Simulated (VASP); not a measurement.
# AlNi (Pm-3m) in VASP: settings compared

The runs below take AlNi through single point, relaxation of cell and atoms, with LDA, AM05.

Everything below comes from runs of VASP 6.6.1. Logs are shortened: lines on timing, memory, paths and dates and some standing lists are left out, and cuts for length are marked.

## (1) The structure

Symmetry: Pm-3m, No. 221, cubic system. Conventional cell: a = 2.881 Å, b = 2.881 Å, c = 2.881 Å, α = 90.00°, β = 90.00°, γ = 90.00°. Around Ni (site symmetry m-3m) lie 8 Al at 2.50 Å. Around Al (site symmetry m-3m) lie 8 Ni at 2.50 Å.

## (2) Single point, LDA, collinear spin, ferromagnetic start

INCAR reads:

```
ALGO = Fast
EDIFF = 1E-7
ENCUT = 520
GGA = CA
ISIF = 2
ISMEAR = 0
ISPIN = 2
LASPH = T
LCHARG = T
LELF = T
LMAXMIX = 4
LORBIT = 11
LREAL = F
LVHAR = T
LWAVE = F
MAGMOM = 1 0
NELM = 100
PREC = Accurate
SIGMA = 0.1
```

KPOINTS reads:

```
k-points
0
Gamma
  9 9 9
```

POSCAR reads:

```
AlNi
1.0
    2.8810000000      0.0000000000      0.0000000000
    0.0000000000      2.8810000000      0.0000000000
    0.0000000000      0.0000000000      2.8810000000
Ni Al
1 1
Cartesian
    1.4405000000      1.4405000000      1.4405000000
    0.0000000000      0.0000000000      0.0000000000
```

Potentials or basis: VASP PAW LDA potentials, release 64 (Ni_pv, Al).

Command:

```
> cat potpaw_LDA.64/Ni_pv/POTCAR potpaw_LDA.64/Al/POTCAR > POTCAR
> mpirun -np 1 vasp_std > vasp.out
```

OUTCAR:

```text
EDIFF = 1E-7
   ENCUT = 520
   GGA = CA
   ISIF = 2
   ISMEAR = 0
   ISPIN = 2
   LASPH = T
   LORBIT = 11
   LREAL = F
   NELM = 100
   PREC = Accurate

 ion  position               nearest neighbor table
   1  0.500  0.500  0.500-   2 2.50   2 2.50   2 2.50   2 2.50   2 2.50   2 2.50   2 2.50   2 2.50

   2  0.000  0.000  0.000-   1 2.50   1 2.50   1 2.50   1 2.50   1 2.50   1 2.50   1 2.50   1 2.50

  LATTYP: Found a simple cubic cell.
 ALAT       =     2.8810000000

  Lattice vectors:

 A1 = (   2.8810000000,   0.0000000000,   0.0000000000)
 A2 = (   0.0000000000,   2.8810000000,   0.0000000000)
 A3 = (   0.0000000000,   0.0000000000,   2.8810000000)

Analysis of symmetry for initial positions (statically):
=====================================================================
 Subroutine PRICEL returns:
 Original cell was already a primitive cell.

 Routine SETGRP: Setting up the symmetry group for a
 simple cubic supercell.

 Subroutine GETGRP returns: Found 48 space group operations
 (whereof 48 operations were pure point group operations)
 out of a pool of 48 trial point group operations.

The static configuration has the point symmetry O_h .

Analysis of symmetry for dynamics (positions and initial velocities):
=====================================================================
 Subroutine PRICEL returns:
 Original cell was already a primitive cell.

 Routine SETGRP: Setting up the symmetry group for a
 simple cubic supercell.

 Subroutine GETGRP returns: Found 48 space group operations
 (whereof 48 operations were pure point group operations)
 out of a pool of 48 trial point group operations.

The dynamic configuration has the point symmetry O_h .

Analysis of structural, dynamic, and magnetic symmetry:
=====================================================================
 Subroutine PRICEL returns:
 Original cell was already a primitive cell.

 Routine SETGRP: Setting up the symmetry group for a
 simple cubic supercell.

 Subroutine GETGRP returns: Found 48 space group operations
 (whereof 48 operations were pure point group operations)
 out of a pool of 48 trial point group operations.

The overall configuration has the point symmetry O_h .

 Subroutine INISYM returns: Found 48 space group operations
 (whereof 48 operations are pure point group operations),
 and found     1 'primitive' translations

----------------------------------------------------------------------------------------

                                     Primitive cell

  volume of cell :      23.9128

  direct lattice vectors                    reciprocal lattice vectors
     2.881000000  0.000000000  0.000000000     0.347101701  0.000000000  0.000000000
     0.000000000  2.881000000  0.000000000     0.000000000  0.347101701  0.000000000
     0.000000000  0.000000000  2.881000000     0.000000000  0.000000000  0.347101701

  length of vectors
     2.881000000  2.881000000  2.881000000     0.347101701  0.347101701  0.347101701

  position of ions in fractional coordinates (direct lattice)
     0.500000000  0.500000000  0.500000000
     0.000000000  0.000000000  0.000000000

  ion indices of the primitive-cell ions
   primitive index   ion index
                 1           1
                 2           2

----------------------------------------------------------------------------------------

 KPOINTS: k-points

Automatic generation of k-mesh.
 Grid dimensions read from file:
 generate k-points for:    9    9    9

 Generating k-lattice:

  Cartesian coordinates                     Fractional coordinates (reciprocal lattice)
     0.038566856  0.000000000  0.000000000     0.111111111  0.000000000  0.000000000
     0.000000000  0.038566856  0.000000000     0.000000000  0.111111111  0.000000000
     0.000000000  0.000000000  0.038566856     0.000000000  0.000000000  0.111111111

  Length of vectors
     0.038566856  0.038566856  0.038566856

  Shift w.r.t. Gamma in fractional coordinates (k-lattice)
     0.000000000  0.000000000  0.000000000

 Subroutine IBZKPT returns following result:
[... 40 lines left out ...]
   PREC   = accura    normal or accurate (medium, high low for compatibility)
   ISTART =      0    job   : 0-new  1-cont  2-samecut
   ICHARG =      2    charge: 1-file 2-atom 10-const
   ISPIN  =      2    spin polarized calculation?
   LNONCOLLINEAR =      F non collinear calculations
   LSORBIT =      F    spin-orbit coupling
   LASPH  =      T    aspherical Exc in radial PAW
   ENCUT  =  520.0 eV  38.22 Ry    6.18 a.u.   5.36  5.36  5.36*2*pi/ulx,y,z
   NELM   =    100;   NELMIN=  2; NELMDL= -5     # of ELM steps
   EDIFF  = 0.1E-06   stopping-criterion for ELM
   LREAL  =      F    real-space projection
   EDIFFG = 0.1E-05   stopping-criterion for IOM
   NSW    =      0    number of steps for IOM
   IBRION =     -1    ionic relax: 0-MD 1-quasi-New 2-CG
   NFREE  =      0    steps in history (QN), initial steepest desc. (CG)
   ISIF   =      2    stress and relaxation
   ISYM   =      2    0-nonsym 1-usesym 2-fastsym
   POTIM  = 0.5000    time-step for ionic-motion
   TEBEG  =    0.0;   TEEND  =   0.0 temperature during run
   PSTRESS=    0.0 pullay stress
   NELECT =      19.0000    total number of electrons
   NUPDOWN=      -1.0000    fix difference up-down
   EMIN   =  10.00;   EMAX   =-10.00  energy-range for DOS
   EFERMI =   0.00;   METHOD = LEGACY
   ISMEAR =     0;   SIGMA  =   0.10  broadening in eV -4-tet -1-fermi 0-gaus
   EFERMI_NEDOS =   21; number of points for ismear=-14 and -15
   IALGO  =     68    algorithm
   IMIX   =      4    mixing-type and parameters
     AMIX     =   0.40;   BMIX     =  1.00
     AMIX_MAG =   1.60;   BMIX_MAG =  1.00
  volume/ion in A,a.u.               =      11.96        80.69
  Fermi-wavevector in a.u.,A,eV,Ry     =   1.516292  2.865376 31.281708  2.299141
  Thomas-Fermi vector in A             =   2.625701
   LORBIT       =     11    0 simple, 1 ext, 2 COOP (PROOUT), +10 PAW based schemes
   GGA     = CA    functional components
   LHFCALC =     F    Hartree Fock is set to
   AEXX    =    0.0000 exact exchange contribution
   IVDW    =     0    specifies the selected vdW correction
   LEPSILON=     F    determine dielectric tensor
   LRPA    =     F    only Hartree local field effects (RPA)
 spin polarized calculation
 RMM-DIIS sequential band-by-band and
 Gauss-broadening in eV      SIGMA  =   0.10
  energy-cutoff  :      520.00
  volume of cell :       23.91
 maximum number of plane-waves:       656
 NGX is ok and might be reduce to    24

 number of electron      19.0000042 magnetization      -0.0008503

 number of electron      19.0000042 magnetization       0.0001977

 Free energy of the ion-electron system (eV)
  ---------------------------------------------------
  ext. energy  EPLUGINS =         0.00000000
  ---------------------------------------------------
  free energy    TOTEN  =       -12.17712035 eV

  energy without entropy =      -12.17332800  energy(sigma->0) =      -12.17522417

 E-fermi :   9.0256     XC(G=0): -12.5755

 val. band max:        8.9740616634   @ k =   0.3333   0.3333   0.0000
 cond. band min:       9.0712747765   @ k =   0.3333   0.1111   0.1111
 fundamental gap:      0.0972131131
 Fermi energy:         9.0256247659

 spin component 1

 k-point     1 :       0.0000    0.0000    0.0000
  band No.  band energies     occupation
      1     -54.2214      1.00000
      2     -54.2214      1.00000
      3     -54.2214      1.00000
      4      -2.0759      1.00000
      5       5.7693      1.00000
      6       5.7693      1.00000
      7       7.4608      1.00000
      8       7.4608      1.00000
      9       7.4608      1.00000
     10      14.4823      0.00000
     11      14.4823      0.00000
     12      14.4823      0.00000
     13      17.2431      0.00000
     14      17.2431      0.00000
[... 379 lines left out ...]
      3     -54.2216      1.00000
      4       3.0118      1.00000
      5       4.5939      1.00000
      6       6.0169      1.00000
      7       6.5205      1.00000
      8       7.0840      1.00000
      9       7.2404      1.00000
     10       8.4570      1.00000
     11      11.8502      0.00000
     12      13.3282      0.00000
     13      17.9954      0.00000
     14      20.0197      0.00000

 [... further k-points ...]

 spin component 2

 k-point     1 :       0.0000    0.0000    0.0000
  band No.  band energies     occupation
      1     -54.2212      1.00000
      2     -54.2212      1.00000
      3     -54.2212      1.00000
      4      -2.0759      1.00000
      5       5.7695      1.00000
      6       5.7695      1.00000
      7       7.4610      1.00000
      8       7.4610      1.00000
      9       7.4610      1.00000
     10      14.4823      0.00000
     11      14.4823      0.00000
     12      14.4823      0.00000
     13      17.2431      0.00000
     14      17.2431      0.00000
[... 379 lines left out ...]
      3     -54.2213      1.00000
      4       3.0118      1.00000
      5       4.5940      1.00000
      6       6.0170      1.00000
      7       6.5207      1.00000
      8       7.0842      1.00000
      9       7.2406      1.00000
     10       8.4572      1.00000
     11      11.8503      0.00000
     12      13.3282      0.00000
     13      17.9954      0.00000
     14      20.0197      0.00000

 [... further k-points ...]

------------------------ aborting loop because EDIFF is reached ----------------------------------------

  FORCE on cell =-STRESS in cart. coord.  units (eV):
  Direction    XX          YY          ZZ          XY          YZ          ZX
  --------------------------------------------------------------------------------------
  -------------------------------------------------------------------------------------
  Total       -1.4070771     -1.4070771     -1.4070771      0.0000000     -0.0000000      0.0000000
  in kB      -94.2754698    -94.2754698    -94.2754698      0.0000000     -0.0000000      0.0000000
  external PRESSURE =     -94.2754698 kB  Pullay stress =       0.0000000 kB

 VOLUME and BASIS-vectors are now :
 -----------------------------------------------------------------------------
  energy-cutoff  :      520.00
  volume of cell :       23.91
      direct lattice vectors                 reciprocal lattice vectors
     2.881000000  0.000000000  0.000000000     0.347101701  0.000000000  0.000000000
     0.000000000  2.881000000  0.000000000     0.000000000  0.347101701  0.000000000
     0.000000000  0.000000000  2.881000000     0.000000000  0.000000000  0.347101701

 POSITION                                       TOTAL-FORCE (eV/Angst)
 -----------------------------------------------------------------------------------
      1.44050      1.44050      1.44050         0.000000      0.000000      0.000000
      0.00000      0.00000      0.00000         0.000000      0.000000      0.000000
 -----------------------------------------------------------------------------------
    total drift:                                0.000000      0.000000     -0.000000

  FREE ENERGIE OF THE ION-ELECTRON SYSTEM (eV)
  ---------------------------------------------------
  free  energy   TOTEN  =       -12.1771203503 eV

  energy  without entropy=      -12.1733279958  energy(sigma->0) =      -12.17522417

 total charge

# of ion       s       p       d       tot
------------------------------------------
    1        0.310   6.247   8.102  14.659
    2        0.389   0.417   0.000   0.806
--------------------------------------------------
tot          0.699   6.665   8.102  15.466

 magnetization (x)

# of ion       s       p       d       tot
------------------------------------------
    1        0.000   0.000   0.000   0.000
    2       -0.000  -0.000   0.000  -0.000
--------------------------------------------------
tot          0.000  -0.000   0.000   0.000
```

It took 17 s on 1 thread of AMD EPYC 9R14 (Zen 4), shared host; peak memory 0.11 GiB.

Results:

```yaml
Free_energy: -12.1771 eV
Pressure: -9.4 GPa
Band_gap_on_the_k_mesh: none (metal or under the smearing width)
Net_moment: 0.00 μB per cell
Valence_electrons_inside_the_program's_atomic_spheres: Ni 14.66; Al 0.81
```

Levels at points of the mesh, in eV from the Fermi level:
Spin up:
| k point | band 6 | band 7 | band 8 | band 9 | band 10 | band 11 | band 12 | band 13 |
| --- | --- | --- | --- | --- | --- | --- | --- | --- |
| (0.00, 0.00, 0.00) | -3.26 | -1.56 | -1.56 | -1.56 | 5.46 | 5.46 | 5.46 | 8.22 |
Spin down:
```tsv
k point	band 7	band 8	band 9	band 10	band 11	band 12
(0.00, 0.00, 0.00)	-1.56	-1.56	-1.56	5.46	5.46	5.46
```

## (3) Single point, LDA, collinear spin, ferromagnetic start

run.py reads:

```python
from ase.calculators.vasp import Vasp
from ase.dft.bandgap import bandgap
from ase.spacegroup import crystal

atoms = crystal(
    ['Ni', 'Al'],
    basis=[[0.5, 0.5, 0.5], [0.0, 0.0, 0.0]],
    spacegroup=221,
    setting=1,
    cellpar=[2.881, 2.881, 2.881, 90.0, 90.0, 90.0],
    primitive_cell=True,
)
atoms.set_initial_magnetic_moments([1.0, 0.0])
calc = Vasp(
    directory='calc',
    xc='lda',
    pp='LDA',
    setups='materialsproject',
    prec='Accurate',
    encut=520,
    ediff=1e-06,
    ismear=0,
    sigma=0.1,
    lreal=False,
    lasph=True,
    nelm=150,
    algo='Normal',
    isif=2,
    lwave=False,
    lcharg=True,
    ispin=2,
    lorbit=11,
    lmaxmix=4,
    lelf=True,
    lvhar=True,
    kpts=[9, 9, 9],
    gamma=True,
)
atoms.calc = calc

print('energy (eV):', atoms.get_potential_energy())
print('free energy (eV):', atoms.get_potential_energy(force_consistent=True))
print('forces (eV/A):')
print(atoms.get_forces())
print('stress (eV/A^3, Voigt):', atoms.get_stress())
print('Fermi level (eV):', calc.get_fermi_level())
print('moment (muB):', atoms.get_magnetic_moment())
print('site moments (muB):', atoms.get_magnetic_moments())
gap, top, bottom = bandgap(calc)
print('band gap (eV):', gap, 'from (spin, k, band)', top, 'to', bottom)
```

Potentials or basis: VASP PAW LDA potentials, release 64 (Ni_pv, Al).

Command:

```
> python run.py
```

The program printed:

```text
energy (eV): -12.17522419
free energy (eV): -12.17712036
forces (eV/A):
[[0. 0. 0.]
 [0. 0. 0.]]
stress (eV/A^3, Voigt): [ 0.05896544  0.05896544  0.05896544  0.          0.         -0.        ]
Fermi level (eV): 9.02563038
moment (muB): 0.0001434
site moments (muB): [0. 0.]
band gap (eV): 0.0 from (spin, k, band) (None, None, None) to (None, None, None)
```

OUTCAR:

```text
ENCUT = 520.000000
   EDIFF = 1.00e-06
   PREC = Accurate
   ISIF = 2
   ISMEAR = 0
   ISPIN = 2
   LORBIT = 11
   NELM = 150
[... 1071 lines left out ...]

 total charge

# of ion       s       p       d       tot
------------------------------------------
    1        0.310   6.247   8.102  14.659
    2        0.389   0.417   0.000   0.806
--------------------------------------------------
tot          0.699   6.665   8.102  15.466

 magnetization (x)

# of ion       s       p       d       tot
------------------------------------------
    1        0.000  -0.000   0.000   0.000
    2        0.000   0.000   0.000   0.000
--------------------------------------------------
tot          0.000   0.000   0.000   0.000
```

INCAR:

```text
ENCUT = 520.000000
SIGMA = 0.100000
EDIFF = 1.00e-06
ALGO = Normal
PREC = Accurate
ISIF = 2
ISMEAR = 0
ISPIN = 2
LMAXMIX = 4
LORBIT = 11
NELM = 150
LASPH = .TRUE.
LCHARG = .TRUE.
LELF = .TRUE.
LVHAR = .TRUE.
LWAVE = .FALSE.
LREAL = .FALSE.
MAGMOM = 1*1.0000 1*0.0000
```

It took 16 s on 1 thread of AMD EPYC 9R14 (Zen 4), shared host; peak memory 0.11 GiB.

Results:

- Free energy: -12.1771 eV
- Pressure: -9.4 GPa
- Band gap on the k mesh: none (metal or under the smearing width)
- Net moment: 0.00 μB per cell
- Valence electrons inside the program's atomic spheres: Ni 14.66; Al 0.81

## (4) Relaxation of cell and atoms, AM05, collinear spin, antiferromagnetic start

This run uses another cell than the first one: it holds 4 atoms, not 2.

run.py reads:

```python
from ase.calculators.vasp import Vasp
from ase.filters import FrechetCellFilter
from ase.io import read
from ase.optimize import FIRE

atoms = read('POSCAR')
atoms.set_initial_magnetic_moments([1.0, -1.0, 0.0, 0.0])
calc = Vasp(
    directory='calc',
    xc='am05',
    pp='PBE',
    setups='recommended',
    pp_version='54',
    prec='Accurate',
    encut=450,
    ediff=1e-06,
    ismear=1,
    sigma=0.2,
    lreal=False,
    lasph=True,
    nelm=100,
    algo='Normal',
    isif=2,
    lwave=False,
    lcharg=False,
    ispin=2,
    lorbit=11,
    lmaxmix=6,
    kpts=[8, 8, 8],
    gamma=False,
)
atoms.calc = calc
opt = FIRE(FrechetCellFilter(atoms), trajectory='relax.traj')
converged = opt.run(fmax=0.005, steps=40)
print('converged:', converged)

print('energy (eV):', atoms.get_potential_energy())
print('free energy (eV):', atoms.get_potential_energy(force_consistent=True))
print('forces (eV/A):')
print(atoms.get_forces())
print('stress (eV/A^3, Voigt):', atoms.get_stress())
print('Fermi level (eV):', calc.get_fermi_level())
print('moment (muB):', atoms.get_magnetic_moment())
print('site moments (muB):', atoms.get_magnetic_moments())
print('cell (A, degrees):', atoms.cell.cellpar())
print('volume (A^3):', atoms.get_volume())
print('scaled positions:')
print(atoms.get_scaled_positions())
```

POSCAR reads:

```
AlNi
1.0
    0.0000000000      2.8810000000      2.8810000000
    2.8810000000      0.0000000000      2.8810000000
    2.8810000000      2.8810000000      0.0000000000
Ni Al
2 2
Direct
    0.2500000000      0.2500000000      0.2500000000
    0.7500000000      0.7500000000      0.7500000000
    0.0000000000      0.0000000000      0.0000000000
    0.5000000000      0.5000000000      0.5000000000
```

Potentials or basis: VASP PAW PBE potentials, release 54 (Ni, Al).

Command:

```
> python run.py
```

Wall time 13 min (1 thread of AMD EPYC 9R14 (Zen 4), shared host); peak memory 0.18 GiB.

The run converged, but some of its settings lie outside the range that counts as converged (typed here: shifted = yes; ENCUT = 450; LMAXMIX = 6), so its numbers aren't taken as properties of the crystal.

Results:

* Free energy: -22.5486 eV
* Relaxed volume: 11.72 Å³/atom
* Relaxed cell: a = 4.048 Å, b = 4.048 Å, c = 4.048 Å, α = 60.00°, β = 60.00°, γ = 60.00°
* Space group after relaxing (to 0.05 Å): Pm-3m (No. 221)
* Energy gained by relaxing: 2.3 meV/atom
* Ionic steps: 15
* Pressure after relaxing: 0.0 GPa
* Net moment: 0.00 μB per cell
* Valence electrons inside the program's atomic spheres: Ni 9.50; Al 0.81

Caveat: the PAW data sets were made with another functional, which shifts forces and pressure a little.

## (5) The reference run

An earlier run on the cell as given: functional PBEsol; potentials or basis VASP PAW PBE potentials, release 64 (Ni, Al); cutoff 520 eV; k mesh 9 × 9 × 9; occupations fermi-dirac, width 0.05 eV; collinear spin, ferromagnetic start; starting moments [1.0, 0.0] μB.

- Pressure: -3.2 GPa
- Band gap on the k mesh: none (metal or under the smearing width)
- Net moment: 0.00 μB per cell
- Valence electrons inside the program's atomic spheres: Ni 9.48; Al 0.79
